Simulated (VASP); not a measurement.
# Se (Im-3m) in VASP: a series of runs

The runs below take Se through single point, relaxation of cell and atoms, with r2SCAN.

Program: VASP 6.6.1. These are calculated values, not measurements. Logs are shortened: lines on timing, memory, paths and dates and some standing lists are left out, and cuts for length are marked.

### Step 1. The crystal as given

It takes space group Im-3m (No. 229, cubic). The conventional cell has a = 3.427 Å, b = 3.427 Å, c = 3.427 Å, α = 90.00°, β = 90.00°, γ = 90.00°. Se (site symmetry m-3m) has 8 Se at 2.97 Å as nearest neighbours.

The cell was built by a generator and needn't be a form met in nature.

### Step 2. Single point, r2SCAN

POSCAR reads:

```
Se
1.0
   -1.7134562162      1.7134562162      1.7134562162
    1.7134562162     -1.7134562162      1.7134562162
    1.7134562162      1.7134562162     -1.7134562162
Se
1
Direct
    0.0000000000      0.0000000000      0.0000000000
```

INCAR.step1 reads:

```
SYSTEM = Se
ALGO     = Normal         ! electronic algorithm
EDIFF    = 1E-4           ! SCF threshold, eV
ENCUT    = 520            ! plane-wave cutoff, eV
GGA      = PE             ! functional
ISMEAR   = 0              ! smearing method
LASPH    = .True.         ! aspherical terms in the spheres
LCHARG   = .False.        ! write CHGCAR
LREAL    = .False.        ! projectors in reciprocal space
LWAVE    = .True.         ! write WAVECAR
NBANDS   = 9              ! bands
NELM     = 100            ! most SCF steps
PREC     = Accurate       ! precision mode
SIGMA    = 0.1            ! smearing width, eV
```

INCAR.step2 reads:

```
SYSTEM = Se
ALGO     = Normal         ! electronic algorithm
EDIFF    = 1E-6           ! SCF threshold, eV
ENCUT    = 520            ! plane-wave cutoff, eV
ISIF     = 2              ! what is computed and relaxed
ISMEAR   = 0              ! smearing method
ISTART   = 1            
LASPH    = .True.         ! aspherical terms in the spheres
LCHARG   = .True.         ! write CHGCAR
LELF     = .True.         ! ELF
LMIXTAU  = .True.       
LREAL    = .False.        ! projectors in reciprocal space
LVHAR    = .True.       
LWAVE    = .False.        ! write WAVECAR
METAGGA  = R2SCAN         ! meta-GGA
NBANDS   = 9              ! bands
NELM     = 100            ! most SCF steps
PREC     = Accurate       ! precision mode
SIGMA    = 0.1            ! smearing width, eV
```

KPOINTS reads:

```
k-points
0
Gamma
  6 6 6
  0 0 0
```

Potentials or basis: VASP PAW PBE potentials, release 64 (Se).

On the command line:

```
$ cat potpaw_PBE.64/Se/POTCAR > POTCAR
$ cp INCAR.step1 INCAR
$ mpirun -np 1 vasp_std > vasp.out
$ cp INCAR.step2 INCAR
$ mpirun -np 1 vasp_std > vasp.out
```

OUTCAR:

```text
SYSTEM = Se
   EDIFF = 1E-6
   ENCUT = 520
   ISIF = 2
   ISMEAR = 0
   ISTART = 1
   LASPH = .True.
   LREAL = .False.
   METAGGA = R2SCAN
   NELM = 100
   PREC = Accurate

 ion  position               nearest neighbor table
   1  0.000  0.000  0.000-

  LATTYP: Found a body centered cubic cell.
 ALAT       =     3.4269124324

  Lattice vectors:

 A1 = (  -1.7134562162,   1.7134562162,   1.7134562162)
 A2 = (   1.7134562162,  -1.7134562162,   1.7134562162)
 A3 = (   1.7134562162,   1.7134562162,  -1.7134562162)

Analysis of symmetry for initial positions (statically):
=====================================================================
 Subroutine PRICEL returns:
 Original cell was already a primitive cell.

 Routine SETGRP: Setting up the symmetry group for a
 body centered cubic supercell.

 Subroutine GETGRP returns: Found 48 space group operations
 (whereof 48 operations were pure point group operations)
 out of a pool of 48 trial point group operations.

The static configuration has the point symmetry O_h .

Analysis of symmetry for dynamics (positions and initial velocities):
=====================================================================
 Subroutine PRICEL returns:
 Original cell was already a primitive cell.

 Routine SETGRP: Setting up the symmetry group for a
 body centered cubic supercell.

 Subroutine GETGRP returns: Found 48 space group operations
 (whereof 48 operations were pure point group operations)
 out of a pool of 48 trial point group operations.

The dynamic configuration has the point symmetry O_h .

 Subroutine INISYM returns: Found 48 space group operations
 (whereof 48 operations are pure point group operations),
 and found     1 'primitive' translations

----------------------------------------------------------------------------------------

                                     Primitive cell

  volume of cell :      20.1224

  direct lattice vectors                    reciprocal lattice vectors
    -1.713456216  1.713456216  1.713456216     0.000000000  0.291807865  0.291807865
     1.713456216 -1.713456216  1.713456216     0.291807865  0.000000000  0.291807865
     1.713456216  1.713456216 -1.713456216     0.291807865  0.291807865  0.000000000

  length of vectors
     2.967793223  2.967793223  2.967793223     0.412678640  0.412678640  0.412678640

  position of ions in fractional coordinates (direct lattice)
     0.000000000  0.000000000  0.000000000

  ion indices of the primitive-cell ions
   primitive index   ion index
                 1           1

----------------------------------------------------------------------------------------

 KPOINTS: k-points

Automatic generation of k-mesh.
 Grid dimensions read from file:
 generate k-points for:    6    6    6

 Generating k-lattice:

  Cartesian coordinates                     Fractional coordinates (reciprocal lattice)
     0.000000000  0.048634644  0.048634644     0.166666667  0.000000000  0.000000000
     0.048634644  0.000000000  0.048634644     0.000000000  0.166666667  0.000000000
     0.048634644  0.048634644  0.000000000     0.000000000  0.000000000  0.166666667

  Length of vectors
     0.068779773  0.068779773  0.068779773

  Shift w.r.t. Gamma in fractional coordinates (k-lattice)
     0.000000000  0.000000000  0.000000000

 Subroutine IBZKPT returns following result:
 ===========================================

 Found     16 irreducible k-points:

 Following reciprocal coordinates:
            Coordinates               Weight
  0.000000  0.000000  0.000000      1.000000
  0.166667  0.000000  0.000000     12.000000
  0.333333  0.000000  0.000000     12.000000
  0.500000  0.000000  0.000000      6.000000
  0.166667  0.166667  0.000000     24.000000
  0.333333  0.166667  0.000000     48.000000
[... 8 lines left out ...]
  0.500000  0.500000  0.333333     12.000000
  0.500000  0.500000  0.500000      1.000000
   k-points           NKPTS =     16   k-points in BZ     NKDIM =     16   number of bands    NBANDS=      9
[... 49 lines left out ...]
      2       0.9591      2.00000
      3       5.9534      0.00000
      4       7.9213      0.00000
      5      13.9214      0.00000
      6      14.8865      0.00000
      7      21.8113      0.00000
      8      22.1105      0.00000
      9      26.2146      0.00000

 k-point     4 :       0.5000    0.0000    0.0000
  band No.  band energies     occupation
      1      -7.8330      2.00000
      2      -1.5364      2.00000
      3       5.3628      1.99868
      4       7.7097      0.00000
      5      13.0795      0.00000
      6      14.2384      0.00000
      7      24.2034      0.00000
      8      24.3032      0.00000
      9      25.1605      0.00000

 k-point     5 :       0.1667    0.1667    0.0000
  band No.  band energies     occupation
      1      -9.7184      2.00000
      2       2.6815      2.00000
      3       5.4947      1.82206
      4       7.4154      0.00000
      5      15.4419      0.00000
      6      16.6278      0.00000
      7      20.3775      0.00000
      8      20.5565      0.00000
      9      24.1727      0.00000

 k-point     6 :       0.3333    0.1667    0.0000
  band No.  band energies     occupation
      1      -7.9687      2.00000
      2      -0.4174      2.00000
      3       3.6039      2.00000
      4       6.8402      0.00000
      5      14.5186      0.00000
      6      16.8111      0.00000
      7      20.9080      0.00000
      8      23.2870      0.00000
      9      26.8251      0.00000
[... 73 lines left out ...]
 k-point    13 :      -0.3333    0.5000    0.1667
  band No.  band energies     occupation
      1      -7.1220      2.00000
      2       0.2785      2.00000
      3       1.9885      2.00000
      4       5.9659      0.00000
      5      13.9708      0.00000
      6      16.1907      0.00000
      7      17.4506      0.00000
      8      23.3451      0.00000
      9      25.6554      0.00000

 k-point    14 :      -0.3333    0.3333    0.3333
  band No.  band energies     occupation
      1      -7.1973      2.00000
      2       1.9749      2.00000
      3       3.1599      2.00000
      4       3.1599      2.00000
      5      11.5053      0.00000
      6      15.7634      0.00000
      7      22.6817      0.00000
      8      22.6817      0.00000
      9      23.8041      0.00000

 k-point    15 :       0.5000    0.5000    0.3333
  band No.  band energies     occupation
      1      -6.0999      2.00000
      2       0.6873      2.00000
      3       2.5459      2.00000
      4       3.2191      2.00000
      5      11.5362      0.00000
      6      12.7011      0.00000
      7      22.5828      0.00000
      8      23.4563      0.00000
      9      29.7151      0.00000

 k-point    16 :       0.5000    0.5000    0.5000
  band No.  band energies     occupation
      1      -5.2403      2.00000
      2       1.9291      2.00000
      3       1.9291      2.00000
      4       1.9291      2.00000
      5      10.0862      0.00000
      6      10.0862      0.00000
      7      29.1864      0.00000
      8      29.1864      0.00000
      9      29.1864      0.00000

------------------------ aborting loop because EDIFF is reached ----------------------------------------

  FORCE on cell =-STRESS in cart. coord.  units (eV):
  Direction    XX          YY          ZZ          XY          YZ          ZX
  --------------------------------------------------------------------------------------
  -------------------------------------------------------------------------------------
  Total       -0.0129448     -0.0129448     -0.0129448      0.0000000     -0.0000000      0.0000000
  in kB       -1.0306893     -1.0306893     -1.0306893      0.0000000     -0.0000000      0.0000000
  external PRESSURE =      -1.0306893 kB  Pullay stress =       0.0000000 kB

 VOLUME and BASIS-vectors are now :
 -----------------------------------------------------------------------------
  energy-cutoff  :      520.00
  volume of cell :       20.12
      direct lattice vectors                 reciprocal lattice vectors
    -1.713456216  1.713456216  1.713456216     0.000000000  0.291807865  0.291807865
     1.713456216 -1.713456216  1.713456216     0.291807865  0.000000000  0.291807865
     1.713456216  1.713456216 -1.713456216     0.291807865  0.291807865  0.000000000

 POSITION                                       TOTAL-FORCE (eV/Angst)
 -----------------------------------------------------------------------------------
      0.00000      0.00000      0.00000         0.000000     -0.000000      0.000000
 -----------------------------------------------------------------------------------
    total drift:                                0.000000     -0.000000     -0.000000

  FREE ENERGIE OF THE ION-ELECTRON SYSTEM (eV)
  ---------------------------------------------------
  free  energy   TOTEN  =       -13.5313202497 eV

  energy  without entropy=      -13.5257018431  energy(sigma->0) =      -13.52851105
```

Run time: 9.2 s. Hardware: 1 thread of Intel Xeon Platinum 8488C (Sapphire Rapids), shared host; peak memory 0.14 GiB.

Results:

- Free energy: -13.5313 eV
- Pressure: -0.1 GPa
- Band gap on the k mesh: none (metal or under the smearing width)

Caveat: the k mesh is coarse (spacing up to 0.43 Å⁻¹), so the values aren't converged; the PAW data sets were made with another functional, which shifts forces and pressure a little.

### Step 3. Relaxation of cell and atoms, r2SCAN

This run uses another cell than the first one, of 29.02 Å³/atom, 1.442 times its volume.

POSCAR reads:

```
Se
1.0
   -1.9358315996      1.9358315996      1.9358315996
    1.9358315996     -1.9358315996      1.9358315996
    1.9358315996      1.9358315996     -1.9358315996
Se
1
Direct
    0.0000000000      0.0000000000      0.0000000000
```

INCAR.step1 reads:

```
SYSTEM = Se
  PREC = Accurate
  ENCUT = 600
  ISMEAR = 0
  SIGMA = 0.1
  LREAL = .False.
  LASPH = .True.
  NELM = 100
  GGA = PE
  ALGO = Normal
  EDIFF = 1E-4
  LWAVE = .True.
  LCHARG = .False.
```

INCAR.step2 reads:

```
SYSTEM = Se
  PREC = Accurate
  ENCUT = 600
  EDIFF = 1E-6
  ISMEAR = 0
  SIGMA = 0.1
  LREAL = .False.
  LASPH = .True.
  NELM = 100
  ALGO = Normal
  ISIF = 3
  LWAVE = .False.
  LCHARG = .False.
  METAGGA = R2SCAN
  LMIXTAU = .True.
  IBRION = 2
  NSW = 90
  EDIFFG = -0.04
  ISTART = 1
```

KPOINTS reads:

```
regular mesh
0
Gamma
  6 6 6
  0 0 0
```

Potentials or basis: VASP PAW PBE potentials, release 64 (Se).

On the command line:

```
$ cat potpaw_PBE.64/Se/POTCAR > POTCAR
$ cp INCAR.step1 INCAR
$ mpirun -np 1 vasp_std > vasp.out
$ cp INCAR.step2 INCAR
$ mpirun -np 1 vasp_std > vasp.out
```

Wall time 44 s (1 thread of Intel Xeon Platinum 8488C (Sapphire Rapids), shared host); peak memory 0.17 GiB.

It converged, with:

| Property | Result |
| --- | --- |
| Free energy | -13.5332 eV |
| Relaxed volume | 20.08 Å³/atom |
| Relaxed cell | a = 2.966 Å, b = 2.966 Å, c = 2.966 Å, α = 109.47°, β = 109.47°, γ = 109.47° |
| Space group after relaxing (to 0.05 Å) | Im-3m (No. 229) |
| Energy gained by relaxing | 442.5 meV/atom |
| Ionic steps | 4 |
| Pressure after relaxing | 0.0 GPa |
| Band gap on the k mesh | none (metal or under the smearing width) |

Step by step:
| step | energy change (eV) | largest force (eV/Å) | pressure (GPa) | volume (Å³) |
| --- | --- | --- | --- | --- |
| 1 | 0.0000 | 0.0000 | -11.24 | 29.02 |
| 2 | -0.4293 | 0.0000 | -3.38 | 21.28 |
| 3 | -0.4422 | 0.0000 | -0.59 | 20.28 |
| 4 | -0.4425 | 0.0000 | 0.04 | 20.08 |

Final structure:
```yaml
crystal:
  lattice:
    - [-1.71229, 1.71229, 1.71229]
    - [1.71229, -1.71229, 1.71229]
    - [1.71229, 1.71229, -1.71229]
  atoms:
    - { symbol: Se, position: [0.00000, 0.00000, 0.00000] }
```

Levels at points of the mesh, in eV from the Fermi level:
```
           k point  band 1  band 2  band 3  band 4  band 5  band 6
(0.00, 0.00, 0.00)  -17.09    2.96    2.96    2.96   12.45   12.77
(0.50, 0.00, 0.00)  -13.43   -7.15   -0.23    2.13    7.49    8.64
(0.50, 0.50, 0.50)  -10.83   -3.67   -3.67   -3.67    4.49    4.49
```

Caveat: the k mesh is coarse (spacing up to 0.38 Å⁻¹), so the values aren't converged; the volume moved by over 15 % at a fixed basis, so the end points are rough; the PAW data sets were made with another functional, which shifts forces and pressure a little.

### Step 4. Single point, r2SCAN

This run uses another cell than the first one, of 26.79 Å³/atom, 1.331 times its volume.

POSCAR reads:

```
Se
1.0
   -1.3105795259      1.3105795259      3.8992128696
    1.3105795259     -1.3105795259      3.8992128696
    1.3105795259      1.3105795259     -3.8992128696
Se
1
Direct
    0.0000000000      0.0000000000      0.0000000000
```

INCAR.step1 reads:

```
PREC = Accurate ; ENCUT = 520
ISMEAR = 0 ; SIGMA = 0.1
LREAL = F ; LASPH = T
NELM = 100 ; NBANDS = 9
GGA = PE ; ALGO = Normal
EDIFF = 1E-4 ; LWAVE = T
LCHARG = F
```

INCAR.step2 reads:

```
PREC = Accurate ; ENCUT = 520
EDIFF = 1E-6 ; ISMEAR = 0
SIGMA = 0.1 ; LREAL = F
LASPH = T ; NELM = 100
ALGO = Normal ; ISIF = 2
LWAVE = F ; LCHARG = T
METAGGA = R2SCAN ; LMIXTAU = T
LELF = T ; LVHAR = T
NBANDS = 9 ; ISTART = 1
```

KPOINTS reads:

```
Automatic mesh
0
Gamma
  8 8 8
```

On the command line:

```
$ cat potpaw_PBE.64/Se/POTCAR > POTCAR
$ cp INCAR.step1 INCAR
$ mpirun -np 1 vasp_std > vasp.out
$ cp INCAR.step2 INCAR
$ mpirun -np 1 vasp_std > vasp.out
```

Wall time 40 s (1 thread of Intel Xeon Platinum 8488C (Sapphire Rapids), shared host); peak memory 0.18 GiB.

Results (log left out):

| Property | Result |
| --- | --- |
| Free energy | -14.0262 eV |
| Pressure | 0.0 GPa |
| Band gap on the k mesh | none (metal or under the smearing width) |

Levels at points of the mesh, in eV from the Fermi level:
```tsv
k point	band 1	band 2	band 3	band 4	band 5	band 6
(0.00, 0.00, 0.00)	-16.23	-2.91	4.47	4.47	4.61	10.52
(0.50, 0.00, 0.00)	-12.87	-6.89	-1.10	5.96	6.55	12.94
(0.50, 0.50, 0.00)	-9.36	-4.47	-4.31	1.48	4.87	9.04
(0.50, 0.50, 0.50)	-16.03	-4.87	4.35	4.35	10.28	11.79
```

Caveat: the k mesh is coarse (spacing up to 0.42 Å⁻¹), so the values aren't converged; the PAW data sets were made with another functional, which shifts forces and pressure a little.

### Step 5. Relaxation of cell and atoms, r2SCAN

This run uses another cell than the first one, of 27.45 Å³/atom, 1.364 times its volume.

POSCAR reads:

```
Se
1.0
   -1.6521863053      1.6521863053      2.5135604404
    1.6521863053     -1.6521863053      2.5135604404
    1.6521863053      1.6521863053     -2.5135604404
Se
1
Direct
    0.0000000000      0.0000000000      0.0000000000
```

INCAR.step1 reads:

```
PREC = Accurate
ENCUT = 600
ISMEAR = 0
SIGMA = 0.1
LREAL = False
LASPH = True
NELM = 100
GGA = PE
ALGO = Normal
EDIFF = 1E-4
LWAVE = True
LCHARG = False
```

INCAR.step2 reads:

```
PREC = Accurate
ENCUT = 600
EDIFF = 1E-6
ISMEAR = 0
SIGMA = 0.1
LREAL = False
LASPH = True
NELM = 100
ALGO = Normal
ISIF = 3
LWAVE = False
LCHARG = False
METAGGA = R2SCAN
LMIXTAU = True
IBRION = 2
NSW = 90
EDIFFG = -0.04
ISTART = 1
```

KPOINTS reads:

```
regular mesh
0
Gamma
  8 8 8
```

On the command line:

```
$ cat potpaw_PBE.64/Se/POTCAR > POTCAR
$ cp INCAR.step1 INCAR
$ mpirun -np 1 vasp_std > vasp.out
$ cp INCAR.step2 INCAR
$ mpirun -np 1 vasp_std > vasp.out
```

Run time: 12 min. Hardware: 1 thread of Intel Xeon Platinum 8488C (Sapphire Rapids), shared host; peak memory 0.18 GiB.

It converged, with:

```yaml
Free_energy: -14.0251 eV
Relaxed_volume: 26.84 Å³/atom
Relaxed_cell: a = 4.327 Å, b = 4.327 Å, c = 4.327 Å, α = 144.76°, β = 144.76°, γ = 50.69°
Space_group_after_relaxing_to_0.05_Å: I4/mmm (No. 139)
Energy_gained_by_relaxing: 906.7 meV/atom
Ionic_steps: 29
Pressure_after_relaxing: 0.1 GPa
Band_gap_on_the_k_mesh: none (metal or under the smearing width)
```

Stress tensor (GPa, compression positive):
```
 0.15  0.00  0.00
 0.00  0.15  0.00
 0.00  0.00 -0.08
```

Step by step:
```tsv
step	energy change (eV)	largest force (eV/Å)	pressure (GPa)	volume (Å³)
1	0.0000	0.0000	-10.71	27.45
2	-0.3407	0.0000	-1.38	20.77
3	-0.3442	0.0000	0.46	20.25
4	-0.3636	0.0000	0.83	20.25
5	-0.4716	0.0000	3.13	20.13
6	-0.6578	0.0000	13.36	19.44
7	2.0317	0.0000	114.37	16.57
8	-0.6663	0.0000	15.62	19.28
9	-0.6574	0.0000	17.81	19.15
10	-0.6590	0.0000	17.87	19.17
11	-0.6628	0.0000	18.13	19.22
12	-0.6655	0.0000	18.82	19.31
13	-0.6712	0.0000	18.50	19.36
14	-0.6877	0.0000	17.56	19.52
15	-0.7185	0.0000	15.75	19.84
16	-0.7715	0.0000	12.35	20.48
17	-0.8458	0.0000	6.72	21.81
18	-0.8936	0.0000	-0.90	24.62
19	-0.8938	0.0000	-0.69	24.51
20	-0.8938	0.0000	-0.48	24.40
21	-0.8953	0.0000	-0.36	24.44
22	-0.8989	0.0000	-0.04	24.57
23	-0.9026	0.0000	0.65	24.83
24	-0.9030	0.0000	0.98	24.94
25	-0.9045	0.0000	0.55	25.29
26	-0.9058	0.0000	-0.20	25.98
27	-0.9058	0.0000	-0.31	26.09
28	-0.9064	0.0000	-0.20	26.33
29	-0.9067	0.0000	0.07	26.84
```

Final structure:
```xyz
1
Lattice="-1.3098 1.3098 3.9104 1.3098 -1.3098 3.9104 1.3098 1.3098 -3.9104" Properties=species:S:1:pos:R:3 pbc="T T T"
Se    0.0000    0.0000    0.0000
```

Levels at points of the mesh, in eV from the Fermi level:
```csv
k point,band 1,band 2,band 3,band 4,band 5,band 6,band 7
"(0.00, 0.00, 0.00)",-16.24,-2.94,4.47,4.47,4.58,10.52,13.53
"(0.50, 0.00, 0.00)",-12.88,-6.90,-1.10,5.96,6.56,12.91,13.21
"(0.50, 0.50, 0.00)",-9.36,-4.48,-4.32,1.49,4.86,9.05,12.01
"(0.50, 0.50, 0.50)",-16.05,-4.87,4.36,4.36,10.28,11.71,12.45
```

Caveat: the PAW data sets were made with another functional, which shifts forces and pressure a little.

### Step 6. Summary

| task | cell | k mesh | cutoff (eV) | mesh quality | gap on the mesh (eV) | pressure (GPa) | relaxed volume (Å³/atom) |
| --- | --- | --- | --- | --- | --- | --- | --- |
| single point | Im-3m, 20.12 Å³/atom | 6 × 6 × 6 | 520 | coarse | none | -0.1 | - |
| relaxation of cell and atoms | relaxed | 6 × 6 × 6 | 600 | coarse | none | 0.0 | 20.08 |
| single point | I4/mmm, 26.79 Å³/atom | 8 × 8 × 8 | 520 | coarse | none | 0.0 | - |
| relaxation of cell and atoms | relaxed | 8 × 8 × 8 | 600 | not flagged | none | 0.1 | 26.84 |

Alike in all rows: level r2SCAN; potentials or basis VASP PAW PBE potentials, release 64 (Se); no spin polarisation; smearing gaussian 0.1 eV.

Caveats: some runs use coarse meshes; the PAW data sets were made with another functional, which shifts forces and pressure a little; the volume moved by over 15 % at a fixed basis, so the end points are rough (some runs).

Absolute energies hang on the potentials; compare differences alone.
